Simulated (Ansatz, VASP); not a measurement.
Two plane-wave programs on PbS (Galena)

```
CELL_PARAMETERS angstrom
0.00000 2.98539 2.98539
2.98539 0.00000 2.98539
2.98539 2.98539 0.00000
ATOMIC_POSITIONS crystal
Pb 0.00000 0.00000 0.00000
S 0.50000 0.50000 0.50000
```

Change from the starting cell: volume scaled by 1.02.

Alike in both runs: task single point; functional PBEsol; k mesh 8 × 8 × 8; occupations fermi-dirac, width 0.05 eV; no spin polarisation.

|  | VASP | Ansatz |
| --- | --- | --- |
| version | VASP 6.6.1 | Ansatz 0.2.0 |
| potentials or method | VASP PAW PBE potentials, release 64 (Pb_d, S) | Ansatz PAW |
| plane-wave cutoff (eV) | 520 | 420 |
| valence electrons in the cell | 20 | 20 |

Ansatz gave:

| Quantity | Value |
| --- | --- |
| gap on the k mesh at the Fermi level (eV) | 0.32 |
| least direct gap on the mesh (eV) | 0.32 |
| pressure (GPa) | -1.9 |

Problem. Which values does VASP return?

Solution. gap on the k mesh at the Fermi level (eV): 0.33; least direct gap on the mesh (eV): 0.33; pressure (GPa): -2.0.

With one functional, cell and mesh, what is left measures potentials, basis and numerics.

Caveats: spin-orbit coupling is left out, which as a rule narrows the gap of such compounds by several tenths of an eV; the PAW data sets were made with another functional, which shifts forces and pressure a little (VASP); the PAW data sets come from PBE, with cores solved anew for the run's functional, which leaves a small shift of forces and pressure (Ansatz). A k mesh can miss the band edges.
